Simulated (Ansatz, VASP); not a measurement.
**I: VASP beside Ansatz**

```
I
1.0
    -1.70750    1.70750    3.82689
     1.70750   -1.70750    3.82689
     1.70750    1.70750   -3.82689
I
1
Direct
  0.00000 0.00000 0.00000
```

Alike in both runs: task single point; functional LDA; k mesh 22 × 22 × 22; occupations gaussian, width 0.15 eV; no spin polarisation.

|  | VASP | Ansatz |
| --- | --- | --- |
| version | VASP 6.6.1 | Ansatz 0.2.0 |
| potentials or method | VASP PAW LDA potentials, release 64 (I) | scalar-relativistic, plane waves, PAW |
| plane-wave cutoff (eV) | 520 | 420 |
| valence electrons in the cell | 7 | 17 |

|  | VASP | Ansatz | Ansatz less VASP |
| --- | --- | --- | --- |
| gap on the k mesh at the Fermi level (eV) | none | none | - |
| pressure (GPa) | -4.8 | -4.8 | -0.01 |
| largest component of the traceless stress (GPa) | 3.92 | 3.92 | -0.002 |

A gap of «none» marks a metal or a gap that the smearing closes. The two sets of potentials don't hold the same shells in valence.

Caveats: an odd number of electrons without spin polarisation forces a metal; a magnetic or distorted state may lie lower. The runs have no spin-orbit coupling, so splittings on I are missing.
